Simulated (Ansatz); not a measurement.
# CsPbCl3: energy along a strain

CsPbCl3, Pm-3m, a = 5.605 Å (as given, not relaxed at this level: 1.8 GPa). The structure is a COD entry; whether it is the stable form wasn't checked. Ansatz: PBE, PAW, 420 eV, Γ-centred 6×6×6 mesh on 5 atoms, Gaussian smearing 0.05 eV; no spin polarisation. Cell vectors (Å): 5.605 0.000 0.000; 0.000 5.605 0.000; 0.000 0.000 5.605. The cell is strained by x per cent times the pattern (1 -1 0 0 0 0) in the order xx yy zz yz xz xy (engineering shears), with fractional coordinates held. y is the free energy over the start, V0 = 35.217 Å³/atom. Symmetry makes y even in x.

| x (%) | y (meV/atom) |
| --- | --- |
| -6.00 | 47.13 |
| -3.00 | 11.46 |
| 0.00 | 0.00 |
| 0.75 | 0.71 |
| 1.50 | 2.85 |
| 2.25 | 6.42 |
| 3.75 | 18.00 |
| 4.50 | ? |
| 5.25 | 35.77 |

**Question.** Fit y = c2 x² + c4 x⁴ to the other rows, get the stiffness along the pattern, and predict the missing energy.

**Answer.** Least squares on the rows shown. y = 1.2613 x² + 0.0013283 x⁴. The clamped-ion stiffness p·C·p = 2 × 12.61 eV × 160.2 / 35.217 Å³ = 115 GPa (second derivative at the start, which stands under stress). At x = 4.50 the fit asked for gives 26.09 meV/atom. The run gave 26.08 meV/atom, so the fit is 0.01 meV/atom too high, a small miss on the scale of the series.

Spin–orbit coupling is left out, which can shift energies with elements as heavy as these.

Symmetry holds off the tilts and polar distortions that many cubic perovskites undergo.